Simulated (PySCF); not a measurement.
## Do core-level shifts follow atomic charges?

Species: C6H7N.
Geometry (PBE0-D3(BJ)/def2-SVP, Å), atoms numbered from 1 in this order:
```
atom  x, y, z in Å
N1     2.3383   -0.2076    0.1629
C2     0.9676   -0.0848    0.0524
C3     0.3092    1.0811    0.4808
C4    -1.0763    1.1801    0.4113
C5    -1.8453    0.1275   -0.0846
C6    -1.1987   -1.0320   -0.5120
C7     0.1863   -1.1415   -0.4468
H8     2.7768   -0.9029   -0.4260
H9     2.8639    0.6542    0.2218
H10    0.8979    1.9140    0.8754
H11   -1.5618    2.0990    0.7504
H12   -2.9325    0.2099   -0.1383
H13   -1.7811   -1.8691   -0.9059
H14    0.6783   -2.0586   -0.7829
```

Binding energies: delta-SCF UKS SCAN, pcX-2 on the ionised atom, pcseg-1 elsewhere, spin-free X2C (PySCF). Charges: PBE0/pcSseg-1 ground-state density, for the ionised atom.

| atom | environment | C 1s (eV) | Mulliken (e) | IAO (e) | Hirshfeld (e) | ESP (e) |
| --- | --- | --- | --- | --- | --- | --- |
| C5 | aromatic CH carbon | 289.61 | -0.101 | -0.188 | -0.074 | -0.200 |
| C3 | aromatic CH carbon | 289.80 | -0.085 | -0.205 | -0.080 | -0.304 |
| C4 | aromatic CH carbon | 290.02 | -0.089 | -0.138 | -0.052 | -0.125 |
| C2 | aromatic carbon bearing nitrogen | 291.27 | +0.051 | +0.127 | +0.050 | +0.396 |

Q: Give the correlation coefficient and slope of binding energy on charge for each scheme.

A: Hirshfeld: r = 0.99, slope 12.3 eV per e; IAO: r = 0.99, slope 4.8 eV per e; Mulliken: r = 0.99, slope 10.4 eV per e; ESP: r = 0.97, slope 2.3 eV per e. On 4 points no scheme stands out.

Q: The point-charge model writes a binding energy as kq + V + constant, with V the potential of the other atoms' charges at the site. What does it give with the ESP charges?

A: V = Σ 14.40 eV Å × q/r over all other atoms: +0.47 eV at C5, +2.81 eV at C3, -0.72 eV at C4, -8.27 eV at C2. Fitting binding energy − V to q gives k = 17.7 eV per e and leaves an rms residual of 0.21 eV, against 0.15 eV for the fit on q alone. The model has no term for differences in relaxation between sites.

Spin contamination (⟨S²⟩ against 0.75 for a pure doublet) is marked for C 1s of C2 (0.89), which makes this value less certain. Geometry: PBE0-D3(BJ)/def2-SVP; no solvent, vibrations or thermal averaging.
